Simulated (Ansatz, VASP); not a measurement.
## One calculation of Cu, two programs

```
Cu
1.0
    -1.45235    1.45235    1.38519
     1.45235   -1.45235    1.38519
     1.45235    1.45235   -1.38519
Cu
1
Direct
  0.00000 0.00000 0.00000
```

Change from the starting cell: volume scaled by 1.02.

Alike in both runs: task single point; functional PBE; k mesh 13 × 13 × 13; occupations fermi-dirac, width 0.05 eV; no spin polarisation.

|  | VASP | Ansatz |
| --- | --- | --- |
| version | VASP 6.6.1 | Ansatz 0.2.0 |
| potentials or method | VASP PAW PBE potentials, release 64 (Cu), cutoff 520 eV | all-electron LAPW, scalar-relativistic |

Ansatz gave:

```
gap on the k mesh at the Fermi level (eV)       : none
pressure (GPa)                                  : 4.0
largest component of the traceless stress (GPa) : 0.09
```

**Question.** What did VASP give for the same quantities?

**Answer.** gap on the k mesh at the Fermi level (eV): none; pressure (GPa): 4.8; largest component of the traceless stress (GPa): 0.16.

A gap of «none» marks a metal or a gap that the smearing closes. Ansatz ran all-electron here, so the differences hold the error of VASP's frozen core and of both bases.
